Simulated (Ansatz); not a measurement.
## Fitting the PBEsol energy curve of NdH2

```cif
data_structure
_symmetry_space_group_name_H-M 'Fm-3m'
_symmetry_Int_Tables_number 225
_cell_length_a 5.4700
_cell_length_b 5.4700
_cell_length_c 5.4700
_cell_angle_alpha 90.000
_cell_angle_beta 90.000
_cell_angle_gamma 90.000
_cell_volume 163.67
loop_
_atom_site_label
_atom_site_type_symbol
_atom_site_symmetry_multiplicity
_atom_site_Wyckoff_symbol
_atom_site_fract_x
_atom_site_fract_y
_atom_site_fract_z
_atom_site_occupancy
Nd1 Nd 4 a 0.00000 0.00000 0.00000 1
H1 H 8 c 0.25000 0.25000 0.75000 1
```

The cell was scaled at fixed shape and fractions and run with Ansatz, Ansatz PAW, cutoff 420 eV; PBEsol, k mesh 8 × 8 × 8 on the cell of 3 atoms, fermi-dirac occupations of 0.05 eV, collinear spin, ferromagnetic start, no spin-orbit coupling. The potentials were made for PBE. Energies are those that the program minimises, any entropy of the smearing included. The magnetic state is the one that the start led to, which needn't be the lowest. Plain semilocal runs treat an open f shell poorly.

```tsv
V (Å³/atom)	energy over the lowest row (meV/atom)
12.8206	3.556
13.0934	0.720
13.3662	0.000
13.6389	1.288
13.9117	4.411
14.1845	?
14.4573	15.437
```

Task: Fit the third-order Birch-Murnaghan form, give V0, B0 and B′, and predict the energy left open.

Result: With y = (V0/V)^(2/3), E = E0 + (9 V0 B0/16) [(y - 1)³ B′ + (y - 1)² (6 - 4y)]. Least squares through the rows shown give V0 = 13.3215 Å³/atom, E0 = -0.016 meV, B0 = 57.61 GPa (1 eV/Å³ = 160.218 GPa) and B′ = 3.34, with a largest miss of 0.016 meV. At V = 14.1845 the form with these constants gives 9.158 meV; the run gave 9.167 meV an atom. Other set-ups at this level, from all their volumes (Å³/atom, GPa): Ansatz, all-electron LAPW, scalar-relativistic: V0 13.345, B0 57.57.
